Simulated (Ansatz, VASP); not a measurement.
**W in VASP and in Ansatz**

```
W
1.0
     2.86080   -0.00352   -0.18689
    -1.43345    2.48281    0.00000
     1.28142    0.73983    2.16441
W
1
Direct
  0.00000 0.00000 0.00000
```

Change from the starting cell: band edges of the strained film's bulk.

Alike in both runs: task single point; functional PBEsol; k mesh 12 × 12 × 15; occupations gaussian, width 0.1 eV; no spin polarisation.

|  | VASP | Ansatz |
| --- | --- | --- |
| version | VASP 6.6.1 | Ansatz 0.2.0 |
| potentials or method | VASP PAW PBE potentials, release 64 (W_sv) | scalar-relativistic, plane waves, PAW |
| plane-wave cutoff (eV) | 520 | 420 |
| valence electrons in the cell | 14 | 14 |

|  | VASP | Ansatz | Ansatz less VASP |
| --- | --- | --- | --- |
| gap on the k mesh at the Fermi level (eV) | none | none | - |
| pressure (GPa) | -1.5 | -2.2 | -0.68 |
| largest component of the traceless stress (GPa) | 2.68 | 2.52 | -0.162 |

A gap of «none» marks a metal or a gap that the smearing closes. The functional is the same, so the differences come from potentials, cutoffs and numerics.

Caveats: the PAW data sets were made with another functional, which shifts forces and pressure a little (VASP). The runs have no spin-orbit coupling, so splittings on W are missing.
